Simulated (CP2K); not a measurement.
**BeS under changes of volume**

One of the cells (14.261 Å³/atom); the others are scaled copies at fixed shape and fractional positions:

```
S Be
1.0
     3.42947    0.00000    0.00000
     1.71473    2.97001    0.00000
     1.71473    0.99000    2.80015
S Be
1 1
Direct
  0.75000 0.75000 0.75000
  0.00000 0.00000 0.00000
```

| Item | Value |
| --- | --- |
| Program | CP2K 2026.2 |
| Functional | PBE |
| Potentials or basis | POTENTIAL_UZH S GTH-PBE-q6, Be GTH-PBE-q2; TZVP-MOLOPT-PBE-GTH basis |
| Density cutoff | 11565 eV |
| k mesh | 9 × 9 × 9 |
| Occupations | fermi-dirac, width 0.05 eV |
| Spin | no spin polarisation |

```tsv
volume (Å³/atom)	energy over the lowest point (meV/atom)	pressure (GPa)	gap on the mesh (eV)
13.405	25.90	7.9	3.66
13.690	13.85	5.6	3.74
13.975	5.76	3.5	3.82
14.261	1.24	1.6	3.90
14.546	0.00	-0.2	3.96
14.831	1.74	-1.8	4.03
15.116	?	?	?
```

**Question.** What does the run at 15.116 Å³/atom give?

**Answer.** Energy over the lowest point 6.26 meV/atom; pressure -3.2 GPa; gap on the mesh 4.09 eV.

Worked out: A Birch-Murnaghan fit of order 3 (a polynomial in V^(-2/3)) to the other rows has its minimum at 14.52 Å³/atom with B0 = V·E''(V) = 86 GPa and B' = 3.8. It gives 6.18 meV/atom at 15.116 Å³/atom, against the run's 6.26, and -dE/dV = -3.2 GPa, against -3.2. A straight line through the other rows of the gap, of slope 3.66 eV per unit of ln V, extrapolates to 4.10 eV, against the run's 4.09.

Energies are extrapolated to zero smearing.

Caveats: an odd mesh through Γ misses points on the zone boundary, where band edges often lie; the basis of atomic orbitals isn't converged, which shifts pressures, moduli and gaps.
